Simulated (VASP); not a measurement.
# Cr in VASP: work function with PBE

Aim: the work function of Cr with PBE.

Everything below comes from runs of VASP 6.6.1. Logs are shortened: lines on timing, memory, paths and dates and some standing lists are left out, and cuts for length are marked.

### Step 1. The slab as given

The cell holds a slab with vacuum, 8 atoms: a = 2.884 Å, b = 2.884 Å, c = 25.094 Å, α = 90.00°, β = 90.00°, γ = 90.00°.

The slab is cut from a database's or a generator's crystal, which needn't be the stable form of the element.

### Step 2. Work function, PBE, collinear spin, ferromagnetic start

The input, INCAR:

```
  PREC = Accurate
  ENCUT = 520
  EDIFF = 1E-6
  ISMEAR = -1
  SIGMA = 0.05
  LREAL = False
  LASPH = True
  NELM = 120
  ALGO = Normal
  ISIF = 2
  LWAVE = False
  LCHARG = False
  ISPIN = 2
  MAGMOM = 3 3 3 3 3 3 3 3
  LORBIT = 11
  LMAXMIX = 4
  LDIPOL = True
  IDIPOL = 3
  DIPOL = 0.5 0.5 0.500
  GGA = PE
  EFIELD = 0
  LVHAR = True
  LVACPOTAV = True
```

The input, KPOINTS:

```
regular mesh
0
Gamma
  9 9 1
```

The input, POSCAR:

```
Cr
1.0
    2.8839000000      0.0000000000      0.0000000000
    0.0000000000      2.8839000000      0.0000000000
    0.0000000000      0.0000000000     25.0936500000
Cr
8
Direct
    0.5000000000      0.5000000000      0.2988803940
    0.0000000000      0.0000000000      0.3563431386
    0.5000000000      0.5000000000      0.4138058832
    0.0000000000      0.0000000000      0.4712686277
    0.5000000000      0.5000000000      0.5287313723
    0.0000000000      0.0000000000      0.5861941168
    0.5000000000      0.5000000000      0.6436568614
    0.0000000000      0.0000000000      0.7011196060
```

Potentials or basis: VASP PAW PBE potentials, release 64 (Cr_pv).

Run with:

```console
> cat potpaw_PBE.64/Cr_pv/POTCAR > POTCAR
> mpirun -np 1 vasp_std > vasp.out
```

OUTCAR:

```text
PREC = Accurate
   ENCUT = 520
   EDIFF = 1E-6
   ISMEAR = -1
   LREAL = False
   LASPH = True
   NELM = 120
   ISIF = 2
   ISPIN = 2
   LORBIT = 11
   GGA = PE

 ion  position               nearest neighbor table
   1  0.500  0.500  0.299-   2 2.50   2 2.50   2 2.50   2 2.50   3 2.88
   2  0.000  0.000  0.356-   3 2.50   3 2.50   3 2.50   3 2.50   1 2.50   1 2.50   1 2.50   1 2.50
                             4 2.88
   3  0.500  0.500  0.414-   4 2.50   4 2.50   4 2.50   4 2.50   2 2.50   2 2.50   2 2.50   2 2.50
                             5 2.88   1 2.88
   4  0.000  0.000  0.471-   3 2.50   3 2.50   3 2.50   3 2.50   5 2.50   5 2.50   5 2.50   5 2.50
                             2 2.88   6 2.88
   5  0.500  0.500  0.529-   6 2.50   6 2.50   6 2.50   6 2.50   4 2.50   4 2.50   4 2.50   4 2.50
                             7 2.88   3 2.88
   6  0.000  0.000  0.586-   5 2.50   5 2.50   5 2.50   5 2.50   7 2.50   7 2.50   7 2.50   7 2.50
                             4 2.88   8 2.88
   7  0.500  0.500  0.644-   6 2.50   6 2.50   6 2.50   6 2.50   8 2.50   8 2.50   8 2.50   8 2.50
                             5 2.88
   8  0.000  0.000  0.701-   7 2.50   7 2.50   7 2.50   7 2.50   6 2.88

  LATTYP: Found a simple tetragonal cell.
 ALAT       =     2.8839000000
 C/A-ratio  =     8.7012899199

  Lattice vectors:

 A1 = (   2.8839000000,   0.0000000000,   0.0000000000)
 A2 = (   0.0000000000,   2.8839000000,   0.0000000000)
 A3 = (   0.0000000000,   0.0000000000,  25.0936500000)

Analysis of symmetry for initial positions (statically):
=====================================================================
 Subroutine PRICEL returns:
 Original cell was already a primitive cell.

 Routine SETGRP: Setting up the symmetry group for a
 simple tetragonal supercell.

 Subroutine GETGRP returns: Found 16 space group operations
 (whereof  8 operations were pure point group operations)
 out of a pool of 16 trial point group operations.

The static configuration has the point symmetry C_4v.
 The point group associated with its full space group is D_4h.

Analysis of symmetry for dynamics (positions and initial velocities):
=====================================================================
 Subroutine PRICEL returns:
 Original cell was already a primitive cell.

 Routine SETGRP: Setting up the symmetry group for a
 simple tetragonal supercell.

 Subroutine GETGRP returns: Found 16 space group operations
 (whereof  8 operations were pure point group operations)
 out of a pool of 16 trial point group operations.

The dynamic configuration has the point symmetry C_4v.
 The point group associated with its full space group is D_4h.

Analysis of structural, dynamic, and magnetic symmetry:
=====================================================================
 Subroutine PRICEL returns:
 Original cell was already a primitive cell.

 Routine SETGRP: Setting up the symmetry group for a
 simple tetragonal supercell.

 Subroutine GETGRP returns: Found 16 space group operations
 (whereof  8 operations were pure point group operations)
 out of a pool of 16 trial point group operations.

The overall configuration has the point symmetry C_4v.
 The point group associated with its full space group is D_4h.

 Subroutine INISYM returns: Found 16 space group operations
 (whereof  8 operations are pure point group operations),
 and found     1 'primitive' translations

----------------------------------------------------------------------------------------

                                     Primitive cell

  volume of cell :     208.7009

  direct lattice vectors                    reciprocal lattice vectors
     2.883900000  0.000000000  0.000000000     0.346752661  0.000000000  0.000000000
     0.000000000  2.883900000  0.000000000     0.000000000  0.346752661  0.000000000
     0.000000000  0.000000000 25.093650000     0.000000000  0.000000000  0.039850719

  length of vectors
     2.883900000  2.883900000 25.093650000     0.346752661  0.346752661  0.039850719

  position of ions in fractional coordinates (direct lattice)
[... 71 lines left out ...]
 SYSTEM =  unknown system
   PREC   = accura    normal or accurate (medium, high low for compatibility)
   ISTART =      0    job   : 0-new  1-cont  2-samecut
   ICHARG =      2    charge: 1-file 2-atom 10-const
   ISPIN  =      2    spin polarized calculation?
   LNONCOLLINEAR =      F non collinear calculations
   LSORBIT =      F    spin-orbit coupling
   LASPH  =      T    aspherical Exc in radial PAW
   ENCUT  =  520.0 eV  38.22 Ry    6.18 a.u.   5.36  5.36 46.66*2*pi/ulx,y,z
   NELM   =    120;   NELMIN=  2; NELMDL= -5     # of ELM steps
   EDIFF  = 0.1E-05   stopping-criterion for ELM
   LREAL  =      F    real-space projection
   EDIFFG = 0.1E-04   stopping-criterion for IOM
   NSW    =      0    number of steps for IOM
   IBRION =     -1    ionic relax: 0-MD 1-quasi-New 2-CG
   NFREE  =      0    steps in history (QN), initial steepest desc. (CG)
   ISIF   =      2    stress and relaxation
   ISYM   =      2    0-nonsym 1-usesym 2-fastsym
   POTIM  = 0.5000    time-step for ionic-motion
   TEBEG  =    0.0;   TEEND  =   0.0 temperature during run
   PSTRESS=    0.0 pullay stress
   NELECT =      96.0000    total number of electrons
   NUPDOWN=      -1.0000    fix difference up-down
   EMIN   =  10.00;   EMAX   =-10.00  energy-range for DOS
   EFERMI =   0.00;   METHOD = LEGACY
   ISMEAR =    -1;   SIGMA  =   0.05  broadening in eV -4-tet -1-fermi 0-gaus
   EFERMI_NEDOS =   21; number of points for ismear=-14 and -15
   IALGO  =     38    algorithm
   IMIX   =      4    mixing-type and parameters
     AMIX     =   0.40;   BMIX     =  1.00
     AMIX_MAG =   1.60;   BMIX_MAG =  1.00
  volume/ion in A,a.u.               =      26.09       176.05
  Fermi-wavevector in a.u.,A,eV,Ry     =   1.263738  2.388119 21.728975  1.597035
  Thomas-Fermi vector in A             =   2.397080
   LORBIT       =     11    0 simple, 1 ext, 2 COOP (PROOUT), +10 PAW based schemes
   GGA     = PE    functional components
   LHFCALC =     F    Hartree Fock is set to
   AEXX    =    0.0000 exact exchange contribution
   IVDW    =     0    specifies the selected vdW correction
   LEPSILON=     F    determine dielectric tensor
   LRPA    =     F    only Hartree local field effects (RPA)
 spin polarized calculation
  energy-cutoff  :      520.00
  volume of cell :      208.70
 maximum number of plane-waves:      5675
 NGX is ok and might be reduce to    24
   NGX = 11   NGY = 11   NGZ = 93

 number of electron      95.9999964 magnetization      11.1764143

 dipolmoment           0.000000      0.000000      0.000000 electrons x Angstroem

 number of electron      95.9999965 magnetization       4.1420999

 dipolmoment           0.000000      0.000000     -0.000000 electrons x Angstroem

 Free energy of the ion-electron system (eV)
  ---------------------------------------------------
  ext. energy  EPLUGINS =         0.00000000
  ---------------------------------------------------
  free energy    TOTEN  =       -72.76826132 eV

  energy without entropy =      -72.70493261  energy(sigma->0) =      -72.73659696

 E-fermi :   2.9657     XC(G=0):  -7.0816

 val. band max:        2.9448266924   @ k =   0.4444   0.4444   0.0000
 cond. band min:       2.9800545494   @ k =   0.2222   0.2222   0.0000
 fundamental gap:      0.0352278571
 Fermi energy:         2.9657309511

 spin component 1

 k-point     1 :       0.0000    0.0000    0.0000
  band No.  band energies     occupation
      1     -41.2702      1.00000
      2     -41.2701      1.00000
      3     -41.0233      1.00000
      4     -41.0233      1.00000
      5     -41.0233      1.00000
      6     -41.0233      1.00000
[... 934 lines left out ...]
     59       4.3180      0.00000
     60       4.3913      0.00000
 Fermi energy:         2.9657309511

 spin component 2

 k-point     1 :       0.0000    0.0000    0.0000
  band No.  band energies     occupation
      1     -40.7708      1.00000
      2     -40.7691      1.00000
      3     -40.7561      1.00000
      4     -40.7561      1.00000
      5     -40.7551      1.00000
      6     -40.7551      1.00000
[... 934 lines left out ...]
     59       4.9296      0.00000
     60       5.0254      0.00000
 [bands above 60 left out]

------------------------ aborting loop because EDIFF is reached ----------------------------------------

  FORCE on cell =-STRESS in cart. coord.  units (eV):
  Direction    XX          YY          ZZ          XY          YZ          ZX
  --------------------------------------------------------------------------------------
  -------------------------------------------------------------------------------------
  Total       -3.9909928     -3.9909928     -3.4234088      0.0000000      0.0000000      0.0000000
  in kB      -30.6384856    -30.6384856    -26.2811953      0.0000000      0.0000000      0.0000000
  external PRESSURE =     -29.1860555 kB  Pullay stress =       0.0000000 kB

 VOLUME and BASIS-vectors are now :
 -----------------------------------------------------------------------------
  energy-cutoff  :      520.00
  volume of cell :      208.70
      direct lattice vectors                 reciprocal lattice vectors
     2.883900000  0.000000000  0.000000000     0.346752661  0.000000000  0.000000000
     0.000000000  2.883900000  0.000000000     0.000000000  0.346752661  0.000000000
     0.000000000  0.000000000 25.093650000     0.000000000  0.000000000  0.039850719

 POSITION                                       TOTAL-FORCE (eV/Angst)
 -----------------------------------------------------------------------------------
      1.44195      1.44195      7.50000        -0.000000     -0.000000      0.429880
      0.00000      0.00000      8.94195        -0.000000     -0.000000     -0.322687
      1.44195      1.44195     10.38390        -0.000000      0.000000      0.281139
      0.00000      0.00000     11.82585        -0.000000     -0.000000      0.092859
      1.44195      1.44195     13.26780        -0.000000     -0.000000     -0.092859
      0.00000      0.00000     14.70975        -0.000000     -0.000000     -0.281139
      1.44195      1.44195     16.15170         0.000000      0.000000      0.322687
      0.00000      0.00000     17.59365         0.000000     -0.000000     -0.429880
 -----------------------------------------------------------------------------------
    total drift:                                0.000000     -0.000000      0.000000

  FREE ENERGIE OF THE ION-ELECTRON SYSTEM (eV)
  ---------------------------------------------------
  free  energy   TOTEN  =       -72.7682613166 eV

  energy  without entropy=      -72.7049326115  energy(sigma->0) =      -72.73659696

 vacuum level on the upper side and lower side of the slab         6.731         6.731

 total charge

# of ion       s       p       d       tot
------------------------------------------
    1        0.383   6.216   4.107  10.706
    2        0.425   6.368   4.185  10.979
    3        0.426   6.376   4.179  10.981
    4        0.427   6.382   4.169  10.978
    5        0.427   6.382   4.169  10.978
    6        0.426   6.376   4.179  10.981
    7        0.425   6.368   4.185  10.979
    8        0.383   6.216   4.107  10.706
--------------------------------------------------
tot          3.322  50.684  33.281  87.287

 magnetization (x)

# of ion       s       p       d       tot
------------------------------------------
    1        0.038   0.032   2.693   2.763
    2       -0.019  -0.024  -1.400  -1.444
    3        0.009  -0.001   0.759   0.767
    4       -0.005  -0.001  -0.294  -0.300
    5       -0.005  -0.001  -0.294  -0.300
    6        0.009  -0.001   0.759   0.767
    7       -0.019  -0.024  -1.400  -1.444
    8        0.038   0.032   2.693   2.763
--------------------------------------------------
tot          0.046   0.011   3.516   3.574
```

It took 20 min on 1 thread of Intel Xeon 6975P-C (Granite Rapids), shared host; peak memory 0.57 GiB.

Results:

```
Free energy                                           : -72.7683 eV
Largest force                                         : 0.430 eV/Å
Band gap on the k mesh                                : none (metal or under the smearing width)
Net moment                                            : 4.14 μB per cell
Site moments                                          : Cr +2.76, -1.44, +0.77, -0.30 μB
Valence electrons inside the program's atomic spheres : Cr 10.71, 10.98
Work function of the upper face                       : 3.77 eV
Work function of the lower face                       : 3.77 eV
```

Forces in eV/Å, atoms in the order of the input:
```
Cr   0.000  0.000  0.430
Cr   0.000  0.000 -0.323
Cr   0.000  0.000  0.281
Cr   0.000  0.000  0.093
Cr   0.000  0.000 -0.093
Cr   0.000  0.000 -0.281
Cr   0.000  0.000  0.323
Cr   0.000  0.000 -0.430
```

Levels at points of the mesh, in eV from the Fermi level:
Spin up:
| k point | band 48 | band 49 | band 50 | band 51 | band 52 | band 53 |
| --- | --- | --- | --- | --- | --- | --- |
| (0.00, 0.00, 0.00) | -0.88 | -0.67 | -0.41 | -0.33 | -0.32 | -0.32 |
Spin down:
| k point | band 44 | band 45 | band 46 | band 47 | band 48 | band 49 |
| --- | --- | --- | --- | --- | --- | --- |
| (0.00, 0.00, 0.00) | -0.69 | -0.57 | -0.33 | -0.33 | -0.33 | 0.20 |
